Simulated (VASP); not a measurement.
# Ca (Pm-3m) in VASP: equation of state

How stiff is Ca in PBE, and what volume does it want? The cell is scaled to several volumes.

Everything below comes from runs of VASP 6.6.1. Logs are shortened: lines on timing, memory, paths and dates and some standing lists are left out, and cuts for length are marked.

## (1) Starting point

It takes space group Pm-3m (No. 221, cubic). The conventional cell has a = 3.489 Å, b = 3.489 Å, c = 3.489 Å, α = 90.00°, β = 90.00°, γ = 90.00°. Around Ca (site symmetry m-3m) lie 6 Ca at 3.49 Å.

This isn't the form of Ca at room conditions, which is fcc.

## (2) Equation of state, PBE, 39.91 Å³/atom (volume scaled by 0.94)

Contents of INCAR:

```
  ALGO = Normal
  EDIFF = 1E-7
  ENCUT = 520
  GGA = PE
  ISIF = 2
  ISMEAR = -1
  LASPH = True
  LCHARG = False
  LREAL = False
  LWAVE = False
  NBANDS = 11
  NELM = 80
  PREC = Accurate
  SIGMA = 0.05
```

Contents of KPOINTS:

```
k-points
0
Gamma
  8 8 8
```

Contents of POSCAR:

```
Ca
1.0
    3.4174392887      0.0000000000      0.0000000000
    0.0000000000      3.4174392887      0.0000000000
    0.0000000000      0.0000000000      3.4174392887
Ca
1
Direct
    0.0000000000      0.0000000000      0.0000000000
```

Potentials or basis: VASP PAW PBE potentials, release 64 (Ca_sv).

Command:

```sh
> cat potpaw_PBE.64/Ca_sv/POTCAR > POTCAR
> mpirun -np 1 vasp_std > vasp.out
```

OUTCAR:

```text
EDIFF = 1E-7
   ENCUT = 520
   GGA = PE
   ISIF = 2
   ISMEAR = -1
   LASPH = True
   LREAL = False
   NELM = 80
   PREC = Accurate

 Found     35 irreducible k-points:

 Following reciprocal coordinates:
            Coordinates               Weight
  0.000000  0.000000  0.000000      1.000000
  0.125000  0.000000  0.000000      6.000000
  0.250000  0.000000  0.000000      6.000000
  0.375000  0.000000  0.000000      6.000000
  0.500000  0.000000  0.000000      3.000000
  0.125000  0.125000  0.000000     12.000000
   k-points           NKPTS =     35   k-points in BZ     NKDIM =     35   number of bands    NBANDS=     11
   number of dos      NEDOS =    301   number of ions     NIONS =      1
   total plane-waves  NPLWV =  21952
   dimension x,y,z NGX =    28 NGY =   28 NGZ =   28
   dimension x,y,z NGXF=    56 NGYF=   56 NGZF=   56
   ions per type =               1
   NGX,Y,Z   is equivalent  to a cutoff of  13.62, 13.62, 13.62 a.u.
   NGXF,Y,Z  is equivalent  to a cutoff of  27.24, 27.24, 27.24 a.u.
 SYSTEM =  unknown system
   PREC   = accura    normal or accurate (medium, high low for compatibility)
   ISTART =      0    job   : 0-new  1-cont  2-samecut
   ICHARG =      2    charge: 1-file 2-atom 10-const
   ISPIN  =      1    spin polarized calculation?
   LNONCOLLINEAR =      F non collinear calculations
   LSORBIT =      F    spin-orbit coupling
   LASPH  =      T    aspherical Exc in radial PAW
   ENCUT  =  520.0 eV  38.22 Ry    6.18 a.u.   6.35  6.35  6.35*2*pi/ulx,y,z
   NELM   =     80;   NELMIN=  2; NELMDL= -5     # of ELM steps
   EDIFF  = 0.1E-06   stopping-criterion for ELM
   LREAL  =      F    real-space projection
   EDIFFG = 0.1E-05   stopping-criterion for IOM
   NSW    =      0    number of steps for IOM
   IBRION =     -1    ionic relax: 0-MD 1-quasi-New 2-CG
   NFREE  =      0    steps in history (QN), initial steepest desc. (CG)
   ISIF   =      2    stress and relaxation
   ISYM   =      2    0-nonsym 1-usesym 2-fastsym
   POTIM  = 0.5000    time-step for ionic-motion
   TEBEG  =    0.0;   TEEND  =   0.0 temperature during run
   PSTRESS=    0.0 pullay stress
   NELECT =      10.0000    total number of electrons
   NUPDOWN=      -1.0000    fix difference up-down
   EMIN   =  10.00;   EMAX   =-10.00  energy-range for DOS
   EFERMI =   0.00;   METHOD = LEGACY
   ISMEAR =    -1;   SIGMA  =   0.05  broadening in eV -4-tet -1-fermi 0-gaus
   EFERMI_NEDOS =   21; number of points for ismear=-14 and -15
   IALGO  =     38    algorithm
   IMIX   =      4    mixing-type and parameters
     AMIX     =   0.40;   BMIX     =  1.00
     AMIX_MAG =   1.60;   BMIX_MAG =  1.00
  volume/ion in A,a.u.               =      39.91       269.34
  Fermi-wavevector in a.u.,A,eV,Ry     =   1.032066  1.950321 14.492377  1.065160
  Thomas-Fermi vector in A             =   2.166245
   LORBIT       =      0    0 simple, 1 ext, 2 COOP (PROOUT), +10 PAW based schemes
   GGA     = PE    functional components
   LHFCALC =     F    Hartree Fock is set to
   AEXX    =    0.0000 exact exchange contribution
   IVDW    =     0    specifies the selected vdW correction
   LEPSILON=     F    determine dielectric tensor
   LRPA    =     F    only Hartree local field effects (RPA)
 non-spin polarized calculation
  energy-cutoff  :      520.00
  volume of cell :       39.91
 maximum number of plane-waves:      1108
 NGX is ok and might be reduce to    28
   NGX = 13   NGY = 13   NGZ = 13

 number of electron      10.0000001 magnetization

 Free energy of the ion-electron system (eV)
  ---------------------------------------------------
  ext. energy  EPLUGINS =         0.00000000
  ---------------------------------------------------
  free energy    TOTEN  =        -1.53165393 eV

  energy without entropy =       -1.52427740  energy(sigma->0) =       -1.52796566

 E-fermi :   2.0495     XC(G=0):  -7.8869

 val. band max:        2.0388406565   @ k =   0.5000   0.3750   0.2500
 cond. band min:       2.0742614845   @ k =   0.5000   0.5000   0.2500
 fundamental gap:      0.0354208280
 Fermi energy:         2.0495406465

 k-point     1 :       0.0000    0.0000    0.0000
  band No.  band energies     occupation
      1     -39.9868      2.00000
      2     -20.8538      2.00000
      3     -20.8538      2.00000
      4     -20.8538      2.00000
      5      -1.8659      2.00000
      6       2.9066      0.00000
      7       2.9066      0.00000
      8       6.4359      0.00000
      9       6.4359      0.00000
     10       6.4359      0.00000
     11      11.2257      0.00000

 k-point     2 :       0.1250    0.0000    0.0000
  band No.  band energies     occupation
      1     -39.9831      2.00000
      2     -20.8948      2.00000
      3     -20.8504      2.00000
      4     -20.8504      2.00000
      5      -1.6313      2.00000
      6       2.9782      0.00000
      7       2.9836      0.00000
      8       6.1787      0.00000
      9       6.1787      0.00000
     10       6.4536      0.00000
     11       9.9559      0.00000

 k-point     3 :       0.2500    0.0000    0.0000
  band No.  band energies     occupation
      1     -39.9741      2.00000
      2     -20.9923      2.00000
      3     -20.8420      2.00000
      4     -20.8420      2.00000
      5      -0.9654      2.00000
      6       3.0006      0.00000
      7       3.1610      0.00000
      8       5.6667      0.00000
      9       5.6667      0.00000
     10       6.4966      0.00000
     11       8.3992      0.00000

 k-point     4 :       0.3750    0.0000    0.0000
  band No.  band energies     occupation
      1     -39.9651      2.00000
      2     -21.0880      2.00000
      3     -20.8336      2.00000
      4     -20.8336      2.00000
      5       0.0274      2.00000
      6       2.4584      0.00056
      7       3.3605      0.00000
      8       5.2483      0.00000
      9       5.2483      0.00000
     10       6.5403      0.00000
     11       7.7643      0.00000

 k-point     5 :       0.5000    0.0000    0.0000
  band No.  band energies     occupation
      1     -39.9613      2.00000
      2     -21.1271      2.00000
      3     -20.8302      2.00000
      4     -20.8302      2.00000
      5       0.9438      2.00000
      6       1.6283      1.99956
      7       3.4489      0.00000
      8       5.0934      0.00000
      9       5.0934      0.00000
     10       6.5586      0.00000
     11       7.7371      0.00000

 k-point     6 :       0.1250    0.1250    0.0000
  band No.  band energies     occupation
      1     -39.9794      2.00000
      2     -20.8930      2.00000
      3     -20.8891      2.00000
      4     -20.8470      2.00000
      5      -1.4004      2.00000
      6       3.0446      0.00000
      7       3.0829      0.00000
      8       5.8708      0.00000
      9       6.1397      0.00000
     10       6.2728      0.00000
     11      10.3119      0.00000

 [... further k-points ...]
[... 5 lines left out ...]
  --------------------------------------------------------------------------------------
  -------------------------------------------------------------------------------------
  Total        0.2766193      0.2766193      0.2766193      0.0000000     -0.0000000      0.0000000
  in kB       11.1042857     11.1042857     11.1042857      0.0000000     -0.0000000      0.0000000
  external PRESSURE =      11.1042857 kB  Pullay stress =       0.0000000 kB

 VOLUME and BASIS-vectors are now :
 -----------------------------------------------------------------------------
  energy-cutoff  :      520.00
  volume of cell :       39.91
      direct lattice vectors                 reciprocal lattice vectors
     3.417439289  0.000000000  0.000000000     0.292616756  0.000000000  0.000000000
     0.000000000  3.417439289  0.000000000     0.000000000  0.292616756  0.000000000
     0.000000000  0.000000000  3.417439289     0.000000000  0.000000000  0.292616756

 POSITION                                       TOTAL-FORCE (eV/Angst)
 -----------------------------------------------------------------------------------
      0.00000      0.00000      0.00000         0.000000      0.000000      0.000000
 -----------------------------------------------------------------------------------
    total drift:                               -0.000000      0.000000     -0.000000

  FREE ENERGIE OF THE ION-ELECTRON SYSTEM (eV)
  ---------------------------------------------------
  free  energy   TOTEN  =        -1.5316539325 eV

  energy  without entropy=       -1.5242773953  energy(sigma->0) =       -1.52796566
```

stdout:

```text
POSCAR found type information on POSCAR Ca
 POSCAR found :  1 types and       1 ions
 scaLAPACK will be used
 LDA part: xc-table for (Slater+PW92), standard interpolation
 POSCAR, INCAR and KPOINTS ok, starting setup
 FFT: planning ... GRIDC
 FFT: planning ... GRID_SOFT
 FFT: planning ... GRID
 WAVECAR not read
 entering main loop
```

Wall time 20 s (1 thread of AMD EPYC 7R43 (Zen 3), shared host); peak memory 0.12 GiB.

What came out:

* Free energy: -1.5317 eV
* Pressure: 1.1 GPa
* Band gap on the k mesh: none (metal or under the smearing width)

## (3) Equation of state, PBE, 40.76 Å³/atom (volume scaled by 0.96)

Contents of INCAR:

```
PREC     = Accurate       # precision mode
ENCUT    = 520            # plane-wave cutoff, eV
EDIFF    = 1E-7           # SCF threshold, eV
ISMEAR   = -1             # smearing method
SIGMA    = 0.05           # smearing width, eV
LREAL    = F              # projectors in reciprocal space
LASPH    = T              # aspherical terms in the spheres
NELM     = 60             # most SCF steps
ALGO     = Normal         # electronic algorithm
ISIF     = 2              # what is computed and relaxed
LWAVE    = F              # write WAVECAR
LCHARG   = F              # write CHGCAR
GGA      = PE             # functional
NBANDS   = 11             # bands
```

Contents of KPOINTS:

```
Automatic mesh
0
Gamma
  8 8 8
```

Contents of POSCAR:

```
Ca
1.0
    3.4415065556      0.0000000000      0.0000000000
    0.0000000000      3.4415065556      0.0000000000
    0.0000000000      0.0000000000      3.4415065556
Ca
1
Direct
    0.0000000000      0.0000000000      0.0000000000
```

Potentials or basis: VASP PAW PBE potentials, release 64 (Ca_sv).

Command:

```sh
> cat potpaw_PBE.64/Ca_sv/POTCAR > POTCAR
> mpirun -np 1 vasp_std > vasp.out
```

Run time: 22 s. Hardware: 1 thread of AMD EPYC 7R43 (Zen 3), shared host; peak memory 0.12 GiB.

It converged, with:

```yaml
Free_energy: -1.5370 eV
Pressure: 0.9 GPa
Band_gap_on_the_k_mesh: none (metal or under the smearing width)
```

## (4) Equation of state, PBE, 41.61 Å³/atom (volume scaled by 0.98)

Contents of INCAR:

```
SYSTEM = Ca
PREC = Accurate ; ENCUT = 520
EDIFF = 1E-7 ; ISMEAR = -1
SIGMA = 0.05 ; LREAL = .False.
LASPH = .True. ; NELM = 100
ALGO = Normal ; ISIF = 2
LWAVE = .False. ; LCHARG = .False.
GGA = PE ; NBANDS = 11
```

Contents of KPOINTS:

```
Automatic mesh
0
Gamma
  8 8 8
  0 0 0
```

Contents of POSCAR:

```
Ca
1.0
    3.4652418336      0.0000000000      0.0000000000
    0.0000000000      3.4652418336      0.0000000000
    0.0000000000      0.0000000000      3.4652418336
Ca
1
Direct
    0.0000000000      0.0000000000      0.0000000000
```

Command:

```sh
> cat potpaw_PBE.64/Ca_sv/POTCAR > POTCAR
> mpirun -np 1 vasp_std > vasp.out
```

Wall time 15 s (1 thread of AMD EPYC 7R43 (Zen 3), shared host); peak memory 0.13 GiB.

It converged, with:

| Quantity | Value |
| --- | --- |
| Free energy | -1.5410 eV |
| Pressure | 0.6 GPa |
| Band gap on the k mesh | none (metal or under the smearing width) |

## (5) Equation of state, PBE, 43.31 Å³/atom (volume scaled by 1.02)

Contents of INCAR:

```
SYSTEM = Ca
ALGO     = Normal         ! electronic algorithm
EDIFF    = 1E-7           ! SCF threshold, eV
ENCUT    = 520            ! plane-wave cutoff, eV
GGA      = PE             ! functional
ISIF     = 2              ! what is computed and relaxed
ISMEAR   = -1             ! smearing method
LASPH    = .True.         ! aspherical terms in the spheres
LCHARG   = .False.        ! write CHGCAR
LREAL    = .False.        ! projectors in reciprocal space
LWAVE    = .False.        ! write WAVECAR
NBANDS   = 11             ! bands
NELM     = 60             ! most SCF steps
PREC     = Accurate       ! precision mode
SIGMA    = 0.05           ! smearing width, eV
```

Contents of KPOINTS:

```
k-points
0
Gamma
  8 8 8
  0 0 0
```

Contents of POSCAR:

```
Ca
1.0
    3.5117606977      0.0000000000      0.0000000000
    0.0000000000      3.5117606977      0.0000000000
    0.0000000000      0.0000000000      3.5117606977
Ca
1
Direct
    0.0000000000      0.0000000000      0.0000000000
```

Command:

```sh
> cat potpaw_PBE.64/Ca_sv/POTCAR > POTCAR
> mpirun -np 1 vasp_std > vasp.out
```

Run time: 14 s. Hardware: 1 thread of AMD EPYC 7R43 (Zen 3), shared host; peak memory 0.12 GiB.

The run converged. Its results:

```yaml
Free_energy: -1.5457 eV
Pressure: 0.2 GPa
Band_gap_on_the_k_mesh: none (metal or under the smearing width)
```

## (6) Equation of state, PBE, 44.16 Å³/atom (volume scaled by 1.04)

Contents of INCAR:

```
PREC = Accurate ; ENCUT = 520
EDIFF = 1E-7 ; ISMEAR = -1
SIGMA = 0.05 ; LREAL = False
LASPH = True ; NELM = 80
ALGO = Normal ; ISIF = 2
LWAVE = False ; LCHARG = False
GGA = PE ; NBANDS = 11
```

Contents of KPOINTS:

```
regular mesh
0
Gamma
  8 8 8
```

Contents of POSCAR:

```
Ca
1.0
    3.5345649776      0.0000000000      0.0000000000
    0.0000000000      3.5345649776      0.0000000000
    0.0000000000      0.0000000000      3.5345649776
Ca
1
Direct
    0.0000000000      0.0000000000      0.0000000000
```

Potentials or basis: VASP PAW PBE potentials, release 64 (Ca_sv).

Command:

```sh
> cat potpaw_PBE.64/Ca_sv/POTCAR > POTCAR
> mpirun -np 1 vasp_std > vasp.out
```

Wall time 20 s (1 thread of AMD EPYC 7R43 (Zen 3), shared host); peak memory 0.12 GiB.

It converged, with:

| Property | Result |
| --- | --- |
| Free energy | -1.5465 eV |
| Pressure | 0.0 GPa |
| Band gap on the k mesh | none (metal or under the smearing width) |

## (7) Equation of state, PBE, 45.01 Å³/atom (volume scaled by 1.06)

Contents of INCAR:

```
ALGO     = Normal         # electronic algorithm
EDIFF    = 1E-7           # SCF threshold, eV
ENCUT    = 520            # plane-wave cutoff, eV
GGA      = PE             # functional
ISIF     = 2              # what is computed and relaxed
ISMEAR   = -1             # smearing method
LASPH    = True           # aspherical terms in the spheres
LCHARG   = False          # write CHGCAR
LREAL    = False          # projectors in reciprocal space
LWAVE    = False          # write WAVECAR
NBANDS   = 11             # bands
NELM     = 60             # most SCF steps
PREC     = Accurate       # precision mode
SIGMA    = 0.05           # smearing width, eV
```

Contents of KPOINTS:

```
k-points
0
Gamma
  8 8 8
```

Contents of POSCAR:

```
Ca
1.0
    3.5570787373      0.0000000000      0.0000000000
    0.0000000000      3.5570787373      0.0000000000
    0.0000000000      0.0000000000      3.5570787373
Ca
1
Direct
    0.0000000000      0.0000000000      0.0000000000
```

Command:

```sh
> cat potpaw_PBE.64/Ca_sv/POTCAR > POTCAR
> mpirun -np 1 vasp_std > vasp.out
```

Run time: 15 s. Hardware: 1 thread of AMD EPYC 7R43 (Zen 3), shared host; peak memory 0.12 GiB.

It converged, with:

```yaml
Free_energy: -1.5461 eV
Pressure: -0.2 GPa
Band_gap_on_the_k_mesh: none (metal or under the smearing width)
```

## (8) Equation of state, PBE

Potentials or basis: VASP PAW PBE potentials, release 64 (Ca_sv).

This step only gathers the single runs of the series.

Results:

| Quantity | Value |
| --- | --- |
| Equilibrium volume | 44.33 Å³/atom (rough: see the caveat) |
| Bulk modulus | 9.8 GPa (rough) |

Energy against volume, from the lowest point:
```
volume (Å³/atom)  energy (meV/atom)
          39.912              14.81
          40.761               9.47
          41.610               5.42
          42.459               2.53
          43.309               0.73
          44.158               0.00
          45.007               0.31
```

Caveat: the fit is doubtful: noisy points or a state that changes with volume.
